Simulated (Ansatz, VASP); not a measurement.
One calculation of WS, two programs

File INCAR:

```
SYSTEM = WS
ALGO = Normal ; EDIFF = 1E-6
ENCUT = 520 ; ISIF = 2
ISMEAR = -1 ; LASPH = .TRUE.
LCHARG = .FALSE. ; LREAL = .FALSE.
LWAVE = .FALSE. ; NBANDS = 28
NELM = 80 ; PREC = Accurate
SIGMA = 0.05
```

KPOINTS

```
k-points
0
G
  10 10 1
  0 0 0
```

Contents of POSCAR:

```
WS
1.0
    3.1835163551      0.0000000000      0.0000000000
   -1.5917581776      2.7570060369      0.0000000000
    0.0000000000      0.0000000000     31.9505778900
W S
2 2
Direct
    0.3333333300      0.6666666600      0.2347375383
    0.3333333300      0.6666666600      0.7652624617
    0.6666666700      0.3333333400      0.2835461018
    0.6666666700      0.3333333400      0.7164538982
```

File input.yaml:

```yaml
crystal:
  lattice:
    - [3.1835163551, 0.0, 0.0]
    - [-1.5917581776, 2.7570060369, 0.0]
    - [0.0, 0.0, 31.95057789]
  atoms:
    - { symbol: W, position: [0.33333333, 0.66666666, 0.2347375383] }
    - { symbol: S, position: [0.66666667, 0.33333334, 0.2835461018] }
    - { symbol: S, position: [0.66666667, 0.33333334, 0.7164538982] }
    - { symbol: W, position: [0.33333333, 0.66666666, 0.7652624617] }
kpoints:
  mp_grid: { grid: [10, 10, 1] }
scf:
  occupations: { method: fermi_dirac, width: 0.05 }
hamiltonian:
  xc: lda
  pseudopotentials: { kind: all_electron, lapw: { basis_error: 0.002 } }
output:
  forces: true
  stress: true
  eigenvalues: true
```

Alike in both runs: task single point; functional LDA; k mesh 10 × 10 × 1; occupations fermi-dirac, width 0.05 eV; no spin polarisation.

```csv
,VASP,Ansatz
version,VASP 6.6.1,Ansatz 0.2.0
potentials or method,"VASP PAW LDA potentials, release 64 (W_sv, S)","all-electron LAPW, scalar-relativistic"
plane-wave cutoff (eV),520,see its input
```

Ansatz gave:

```
gap on the k mesh at the Fermi level (eV) : 0.13
least direct gap on the mesh (eV)         : 0.76
rms of the force components (eV/Å)        : 0.660
```

**Question.** Estimate VASP's values.

**Answer.** gap on the k mesh at the Fermi level (eV): 0.12; least direct gap on the mesh (eV): 0.77; rms of the force components (eV/Å): 0.649.

Ansatz ran all-electron here, so the differences hold the error of VASP's frozen core and of both bases.

Caveats: spin-orbit coupling is left out, which moves the levels of the heavy elements (VASP).
